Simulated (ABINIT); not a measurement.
An input for ABINIT 10.8.3 (CdSe (F-43m)):

```
acell 3*1.0 Angstrom
rprim 
  -0.000000000000 3.025000000000 3.025000000000
  3.025000000000 0.000000000000 3.025000000000
  3.025000000000 3.025000000000 -0.000000000000
ntypat 2
znucl 48 34
natom 2
typat 1 2
xred 
  0.000000000000 0.000000000000 0.000000000000
  0.750000000000 0.750000000000 0.750000000000
pp_dirpath "pseudos"
pseudos "Cd.upf, Se.upf"
ecut 48
nspinor 2
iscf -2
irdden 1
kptopt 0
nkpt 26
kpt 
  0.00000000 0.00000000 0.00000000
  -0.12500000 -0.12500000 0.00000000
  -0.25000000 -0.25000000 0.00000000
  -0.37500000 -0.37500000 0.00000000
  -0.50000000 -0.50000000 0.00000000
  -0.46875000 -0.46875000 0.06250000
  -0.43750000 -0.43750000 0.12500000
  -0.40625000 -0.40625000 0.18750000
  -0.37500000 -0.37500000 0.25000000
  -0.37500000 0.00000000 0.37500000
  -0.28125000 0.00000000 0.28125000
  -0.18750000 0.00000000 0.18750000
  -0.09375000 0.00000000 0.09375000
  0.00000000 0.00000000 0.00000000
  0.00000000 0.00000000 0.12500000
  0.00000000 0.00000000 0.25000000
  0.00000000 0.00000000 0.37500000
  -0.00000000 -0.00000000 0.50000000
  -0.12500000 -0.06250000 0.43750000
  -0.25000000 -0.12500000 0.37500000
  -0.37500000 -0.18750000 0.31250000
  -0.50000000 -0.25000000 0.25000000
  -0.50000000 -0.31250000 0.18750000
  -0.50000000 -0.37500000 0.12500000
  -0.50000000 -0.43750000 0.06250000
  -0.50000000 -0.50000000 0.00000000
istwfk *1
nband 60
nbdbuf 6
tolwfr 1e-08
nstep 40
prtwf 0
prtvol 0
indata_prefix "in"
outdata_prefix "out"
tmpdata_prefix "tmp"
```

```sh
OMP_NUM_THREADS=1 mpirun -n 8 abinit run.abi > log
```

How long will it take on 8 MPI ranks of AMD EPYC 7R43, shared host, and how much memory?

It took 86 s; on shared hardware allow 43 s to 2.9 min. Peak host memory was 0.99 GiB.

[Paths, hosts, dates, memory and timing lines, banners, echoed tables and standing remarks are left out of the program output.]

[Logs are printed without paths, hosts, clocks, repeated set-up lines and the standing remarks that a program may print on its own settings, such as how far it seeks lower states.]

[Runs of the session that timed out or met a known fault of the program may be left out.]

[Hosts, paths, dates, database ids (printed as entryN), source tags and the programs' standing remarks are cut or masked in the printed files.]

[G0W0 gaps are taken among the corrected bands and points alone; a level outside them can change the order at an edge.]

[Where Ansatz stands beside ABINIT at settings called matched, ABINIT's density can come from a denser mesh and the files from another edition; pairs whose starting gaps differed by over 0.03 eV were left out, so agreement reads better than it is.]
